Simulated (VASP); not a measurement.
Mg:

```
Mg
1.0
    -1.83599    1.83599    1.67940
     1.83599   -1.83599    1.67940
     1.83599    1.83599   -1.67940
Mg
1
Direct
  0.00000 0.00000 0.00000
```

This isn't the form of Mg at room conditions, which is hcp.

```yaml
Program: VASP 6.6.1
Task: relaxation of cell and atoms
Functional: PBE
Potentials_or_basis: VASP PAW PBE potentials, release 64 (Mg)
Cutoff: 600 eV
k_mesh: 14 × 14 × 14
Occupations: gaussian, width 0.1 eV
Spin: no spin polarisation
```

At the start: pressure 0.4 GPa; volume 22.64 Å³/atom.

**Question.** Where does the relaxation end?

**Answer.** Over 9 steps the energy falls by 2.8 meV/atom and the volume is 22.85 Å³/atom (+0.9 %); space group I4/mmm (No. 139, to 0.05 Å).

Step by step:
```csv
step,energy change (eV),largest force (eV/Å),pressure (GPa),volume (Å³)
1,0.0000,0.0000,0.40,22.64
2,-0.0004,0.0000,0.09,22.83
3,-0.0004,0.0000,-0.06,22.93
4,-0.0005,0.0000,-0.08,22.93
5,-0.0010,0.0000,-0.11,22.94
6,-0.0021,0.0000,-0.14,22.95
7,-0.0027,0.0000,-0.19,22.96
8,-0.0024,0.0000,0.41,22.59
9,-0.0028,0.0000,-0.02,22.85
```

Final structure:
```cif
data_structure
_symmetry_space_group_name_H-M 'P 1'
_symmetry_Int_Tables_number 1
_cell_length_a 3.0965
_cell_length_b 3.0965
_cell_length_c 3.0965
_cell_angle_alpha 109.153
_cell_angle_beta 109.153
_cell_angle_gamma 110.110
_cell_volume 22.85
loop_
_atom_site_label
_atom_site_type_symbol
_atom_site_fract_x
_atom_site_fract_y
_atom_site_fract_z
_atom_site_occupancy
Mg1 Mg 0.00000 0.00000 0.00000 1
```
